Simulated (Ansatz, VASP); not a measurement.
**N: VASP beside Ansatz**

INCAR

```
  PREC = Accurate
  ENCUT = 520
  EDIFF = 1E-6
  ISMEAR = 0
  SIGMA = 0.1
  LREAL = False
  LASPH = True
  NELM = 100
  ALGO = Normal
  ISIF = 2
  LWAVE = False
  LCHARG = True
  GGA = PS
  LELF = True
  LVHAR = True
  NBANDS = 18
```

File KPOINTS:

```
Automatic mesh
0
Gamma
  6 6 4
```

Contents of POSCAR:

```
N
1.0
    4.1672328106      0.0000000000      0.0000000000
   -2.0836164053      3.6089294775      0.0000000000
    0.0000000000      0.0000000000      7.0060035100
N
4
Direct
    0.3333333300      0.6666666700      0.3289300400
    0.3333333300      0.6666666700      0.1710699600
    0.6666666700      0.3333333300      0.8289300400
    0.6666666700      0.3333333300      0.6710699600
```

Input for Ansatz:

```yaml
crystal:
  lattice:
    - [4.1672328106, 0.0, 0.0]
    - [-2.0836164053, 3.6089294775, 0.0]
    - [0.0, 0.0, 7.00600351]
  atoms:
    - { symbol: "N", position: [0.33333333, 0.66666667, 0.32893004] }
    - { symbol: "N", position: [0.33333333, 0.66666667, 0.17106996] }
    - { symbol: "N", position: [0.66666667, 0.33333333, 0.82893004] }
    - { symbol: "N", position: [0.66666667, 0.33333333, 0.67106996] }
basis:
  ecutwfc: 420
kpoints:
  mp_grid: { grid: [6, 6, 4] }
hamiltonian:
  xc: pbesol
scf:
  occupations: { method: gaussian, width: 0.1 }
output:
  forces: true
  stress: true
  eigenvalues: true
```

Alike in both runs: task single point; functional PBEsol; k mesh 6 × 6 × 4; occupations gaussian, width 0.1 eV; no spin polarisation.

|  | VASP | Ansatz |
| --- | --- | --- |
| version | VASP 6.6.1 | Ansatz 0.2.0 |
| potentials or method | VASP PAW PBE potentials, release 64 (N) | scalar-relativistic, plane waves, PAW |
| plane-wave cutoff (eV) | 520 | 420 |
| valence electrons in the cell | 20 | 20 |

|  | VASP | Ansatz | Ansatz less VASP |
| --- | --- | --- | --- |
| gap on the k mesh at the Fermi level (eV) | 6.97 | 7.02 | +0.048 |
| least direct gap on the mesh (eV) | 7.29 | 7.33 | +0.045 |
| pressure (GPa) | 1.0 | -0.7 | -1.74 |
| largest component of the traceless stress (GPa) | 1.97 | 1.84 | -0.123 |
| rms of the force components (eV/Å) | 0.515 | 0.482 | -0.0333 |

Atom by atom the forces differ by 0.998 eV/Å (rms over components). With one functional, cell and mesh, what is left measures potentials, basis and numerics.

Caveats: the standard files for N, O and F lose accuracy on very short bonds; the PAW data sets were made with another functional, which shifts forces and pressure a little (VASP). A k mesh can miss the band edges. PBEsol gaps usually lie below the measured ones, often by a third to a half.
